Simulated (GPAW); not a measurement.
Crystal: P.

```xyz
4
Lattice="1.6477 -5.4650 0.0000 1.6477 5.4650 0.0000 0.0000 0.0000 4.5436" Properties=species:S:1:pos:R:3 pbc="T T T"
P     1.6477   -4.4173    2.6754
P     1.6477   -1.0477    0.4035
P     1.6477    1.0477    4.1401
P     1.6477    4.4173    1.8683
```

Program: GPAW 26.7.0. Alike in all runs: no spin polarisation; cell as given; smearing fermi-dirac 0.05 eV.

**Question.** Order these runs on this cell by their pressure, lowest first.
A. level PBEint; potentials or basis PAW data sets generated in the run's folder for this functional, pw; k mesh 8 × 8 × 6; cutoff (eV) 600; random start of the orbitals yes; mixer msr1 beta=0.15
B. level LDA; potentials or basis the program's PAW data sets (release 1.2.1) made for this functional, pw; k mesh 5 × 5 × 4; cutoff (eV) 600; band path GXSRAZGYX1A1TY,ZT; band points 60
C. level PBE; potentials or basis SG15 ONCV 1.2, pw; k mesh 5 × 5 × 4; cutoff (eV) 1100; band path GXSRAZGYX1A1TY,ZT; band points 100
D. level revPBE; potentials or basis the program's PAW data sets (release 1.2.1) made for this functional, pw; k mesh 5 × 5 × 4; cutoff (eV) 600; band path GXSRAZGYX1A1TY,ZT; band points 100

**Answer.** B (-1.7 GPa), A (0.4 GPa), C (2.2 GPa), D (3.7 GPa).

Not every run made on this cell is shown here.
